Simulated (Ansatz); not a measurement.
**Ga2O3 (R-3c): the host for defect calculations**

Before any defect goes in: Ga2O3 (R-3c) at rest, and how it screens a charge.

Main program and level: Ansatz 0.2.0; plane-wave PAW DFT, PBEsol; relaxation of the host's cell and atoms; PAW set soft_1, in the first sound run; inputs show where later runs differ.

Most raw output is cut from this account.

### 1. Set-up

It takes space group R-3c (No. 167, trigonal). Conventional cell: a = 4.997 Å, b = 4.997 Å, c = 13.451 Å, α = 90.00°, β = 90.00°, γ = 120.00°. Ga has 6 O at 1.93 to 2.08 Å nearest. Nearest to O lie 4 Ga at 1.93 to 2.08 Å. Farther neighbours and most contacts between anions are not listed.

### 2. Host cell relaxation

Cell and atoms are relaxed together, until forces and stress fall under their thresholds.

Input file cell/input.yaml:

```yaml
crystal:
  lattice:
    - [2.4986992, 1.4426247, 4.4835498]
    - [-2.4986992, 1.4426247, 4.4835498]
    - [0.0, -2.8852493, 4.4835498]
  atoms:
    - { symbol: Ga, position: [0.85558558, 0.85558558, 0.85558558] }
    - { symbol: Ga, position: [0.64441442, 0.64441442, 0.64441442] }
    - { symbol: Ga, position: [0.14441442, 0.14441442, 0.14441442] }
    - { symbol: Ga, position: [0.35558558, 0.35558558, 0.35558558] }
    - { symbol: O, position: [0.75, 0.44683282, 0.05316718] }
    - { symbol: O, position: [0.44683282, 0.05316718, 0.75] }
    - { symbol: O, position: [0.05316718, 0.75, 0.44683282] }
    - { symbol: O, position: [0.25, 0.55316718, 0.94683282] }
    - { symbol: O, position: [0.94683282, 0.25, 0.55316718] }
    - { symbol: O, position: [0.55316718, 0.94683282, 0.25] }
basis:
  ecutwfc: 420
  xc_grid: 2
hamiltonian:
  xc: pbesol
  pseudopotentials: { kind: paw, azcp: { folder: soft_1 }, xc_functional: pbe }
kpoints:
  mp_grid: { grid: [7, 7, 7] }
scf:
  occupations: { method: fixed }
  max_iter: 100
relax:
  f_tol: 0.005
  max_steps: 60
  cell: {}
output:
  forces: true
  stress: true
checkpoint:
  write: "../cell.run"
  compress: false
  write_wavefunctions: false
  write_every: 100000
```

On the command line:

```console
> ansatz run input.yaml --threads 4 --pin off --max-ram 15073MiB --backend cpu --events-out ev --progress --plain --runs-dir out
```

The job ended after 11 s (4 threads of Arm Neoverse V1, shared host; peak memory 0.55 GiB).

Little changed from the start: no atom moved by 0.005 Å and no cell edge by 0.1 %.

This step gave:

| Property | Result |
| --- | --- |
| pressure | -5.11e-4 GPa |

### 3. Dielectric tensors of the host

The response to a uniform electric field gives the electronic dielectric tensor.

This step: plane-wave PAW DFPT, PBEsol; dielectric tensors, Born charges and zone-centre modes of the host; PAW set soft_1 (Ansatz 0.2.0).

Input file eps/input.yaml:

```yaml
crystal:
  lattice:
    - [2.500516336, 1.4436737964, 4.4829135218]
    - [-2.500516336, 1.4436737964, 4.4829135218]
    - [0.0, -2.8873475428, 4.4829135379]
  atoms:
    - { symbol: Ga, position: [0.8557246713, 0.8557246713, 0.8557246713] }
    - { symbol: Ga, position: [0.6442753287, 0.6442753287, 0.6442753287] }
    - { symbol: Ga, position: [0.1442753287, 0.1442753287, 0.1442753287] }
    - { symbol: Ga, position: [0.3557246713, 0.3557246713, 0.3557246713] }
    - { symbol: O, position: [0.75, 0.4472156, 0.0527844] }
    - { symbol: O, position: [0.4472156, 0.0527844, 0.75] }
    - { symbol: O, position: [0.0527844, 0.75, 0.4472156] }
    - { symbol: O, position: [0.25, 0.5527844, 0.9472156] }
    - { symbol: O, position: [0.9472156, 0.25, 0.5527844] }
    - { symbol: O, position: [0.5527844, 0.9472156, 0.25] }
basis:
  ecutwfc: 420
hamiltonian:
  xc: pbesol
  pseudopotentials: { kind: paw, azcp: { folder: soft_1 }, xc_functional: pbe }
kpoints:
  mp_grid: { grid: [6, 6, 6] }
scf:
  occupations: { method: fixed }
  max_iter: 100
phonons:
  method: dfpt
  dielectric: true
  rigid_motions: translations
```

Run time: 3.3 min. Hardware: 4 threads; peak memory 2.6 GiB.

Electronic dielectric tensor:

```
4.48 0.00 0.00
0.00 4.48 0.00
0.00 0.00 4.34
```

Static dielectric tensor:

```
13.08  0.00  0.00
 0.00 13.08  0.00
 0.00  0.00 18.82
```

The principal values of the electronic dielectric tensor are 4.34, 4.48 and 4.48. The principal values of the static dielectric tensor are 13.08, 13.08 and 18.82.

### 4. Primitive cell on a dense mesh

A dense mesh gives the host's converged energy, against which the supercell's sampling is tested.

This step: plane-wave PAW DFT, PBEsol; single point of the host's primitive cell on a dense mesh; PAW set soft_1 (Ansatz 0.2.0).

dense/input.yaml, as its differences from eps/input.yaml of step 3:

```diff
@@ -18,2 +18,3 @@
   ecutwfc: 420
+  xc_grid: 2
 hamiltonian:
@@ -22,9 +23,5 @@
 kpoints:
-  mp_grid: { grid: [6, 6, 6] }
+  mp_grid: { grid: [7, 7, 7] }
 scf:
-  occupations: { method: fixed }
-  max_iter: 100
-phonons:
-  method: dfpt
-  dielectric: true
-  rigid_motions: translations
+  occupations: { method: fermi_dirac, width: 0.01 }
+  max_iter: 80
```

Wall time 4 s (4 threads); peak memory 0.51 GiB.

### 5. Self-consistent run

This step: plane-wave PAW DFT, PBEsol; single point of the defect-free supercell, a test of its k-points; PAW set soft_1 (Ansatz 0.2.0).

System of this step: Ga2O3 (R-3c). The cell holds 80 atoms: 32 Ga and 48 O. Its edges and angles: a = 10.665 Å, b = 10.665 Å, c = 10.665 Å, α = 55.9°, β = 55.9°, γ = 55.9°.

Input file pristine.sampling/input.yaml:

```yaml
crystal:
  lattice:
    - [5.0010326721, 2.8873475928, 8.9658270437]
    - [-5.0010326721, 2.8873475928, 8.9658270437]
    - [0.0, -5.7746950856, 8.9658270759]
  atoms:
    - { symbol: Ga, position: [0.4278623356, 0.4278623356, 0.4278623356] }
    - { symbol: Ga, position: [0.3221376644, 0.3221376644, 0.3221376644] }
    - { symbol: Ga, position: [0.0721376644, 0.0721376644, 0.0721376644] }
    - { symbol: Ga, position: [0.1778623356, 0.1778623356, 0.1778623356] }
    - { symbol: O, position: [0.375, 0.2236078, 0.0263922] }
    - { symbol: O, position: [0.2236078, 0.0263922, 0.375] }
    - { symbol: O, position: [0.0263922, 0.375, 0.2236078] }
    - { symbol: O, position: [0.125, 0.2763922, 0.4736078] }
[... 68 atom lines left out ...]
    - { symbol: O, position: [0.5263922, 0.875, 0.7236078] }
    - { symbol: O, position: [0.625, 0.7763922, 0.9736078] }
    - { symbol: O, position: [0.9736078, 0.625, 0.7763922] }
    - { symbol: O, position: [0.7763922, 0.9736078, 0.625] }
basis:
  ecutwfc: 420
  xc_grid: 2
hamiltonian:
  xc: pbesol
  pseudopotentials: { kind: paw, azcp: { folder: soft_1 }, xc_functional: pbe }
kpoints:
  mp_grid: { grid: [1, 1, 1], shift: [0.25, 0.25, 0.25] }
scf:
  occupations: { method: fermi_dirac, width: 0.01 }
  max_iter: 80
```

Elapsed: 9.7 s, on 4 threads; peak memory 1.9 GiB; 36 s of CPU time.

Numbers from this step:

| Item | Value |
| --- | --- |
| energy over dense mesh | 0.007785 eV/atom |

### 6. Defect free supercell relaxed from its symmetric sites

This cell, the one that will hold the defects, is built from the relaxed host. Its coarser k-points can move the atoms a little, so it is relaxed from the symmetric sites, as the reference for the test of stability.

This step: plane-wave PAW DFT, PBEsol; relaxation of the defect-free supercell from its symmetric sites; PAW set soft_1 (Ansatz 0.2.0).

pristine.symmetric/input.yaml, as its differences from pristine.sampling/input.yaml of step 5:

```diff
@@ -97 +97,12 @@
   max_iter: 80
+output:
+  forces: true
+relax:
+  f_tol: 0.01
+  max_steps: 60
+  escape_saddle: false
+checkpoint:
+  write: "../pristine.symmetric.run"
+  compress: false
+  write_wavefunctions: false
+  write_every: 100000
```

Elapsed: 19 s, on 4 threads; peak memory 1.9 GiB; 69 s of CPU time.

Hardly anything moved in the relaxation; the energy changed by under 0.2 meV an atom.

### 7. Defect free supercell relaxed from displaced atoms

This step: plane-wave PAW DFT, PBEsol; relaxation of the defect-free supercell from random displacements, a test of the host's stability; PAW set soft_1 (Ansatz 0.2.0).

pristine.rattled/input.yaml, as its differences from pristine.symmetric/input.yaml of step 6:

```diff
@@ -101,6 +101,6 @@
   f_tol: 0.01
-  max_steps: 60
-  escape_saddle: false
+  max_steps: 120
+  random_displacement: { amplitude: 0.08, seed: 2001 }
 checkpoint:
-  write: "../pristine.symmetric.run"
+  write: "../pristine.rattled.run"
   compress: false
```

Wall time 94 s (4 threads); peak memory 1.9 GiB; 6 min of CPU time.

Relaxation path:

```csv
step,energy less that of the first step (eV),largest force component (eV/Å)
1,0.0000,2.5182
2,-2.5954,1.3067
3,-3.8840,0.0323
4,-3.8841,0.0323
5,-3.8849,0.0009
```

The relaxation ends 49 meV an atom lower than the displaced start, with a largest force component of 9.3e-4 eV/Å.

### 8. Summary of results

| Item | Value |
| --- | --- |
| primitive cell vectors, lengths | 5.332, 5.332, 5.332 Å |
| electronic dielectric constant | principal values (4.34, 4.48, 4.48) |
| static dielectric constant | principal values (13.08, 13.08, 18.82) |
| gap on the k-mesh of the response run (PBEsol) | 2.70 eV |
| supercell relaxed in its symmetry less the displaced and relaxed one | 0.000 eV |
| energy an atom at one point at (¼, ¼, ¼) less that on the dense mesh | 0.008 eV |

Step 7: The energy fell by 3.885 eV from the randomly displaced start; the atoms end within 0.005 Å of the sites as typed, once the mean shift is taken out. The displaced cell ends within 0.01 eV of the symmetric one relaxed in its symmetry, so no lower structure shows in this supercell. The k-mesh can miss the band edges, so this gap is an upper bound at this level. All at zero temperature.

[Logs are printed without paths, hosts, clocks, repeated set-up lines and the standing remarks that a program may print on its own settings, such as how far it seeks lower states.]

[Hosts, paths, dates, database ids (printed as entryN), source tags and the programs' standing remarks are cut or masked in the printed files.]

[Runs of the host that timed out are not shown.]

[For some hosts the program warned that the k-mesh of the response run may be too coarse for force constants and the static dielectric constant; such warnings are not always shown.]
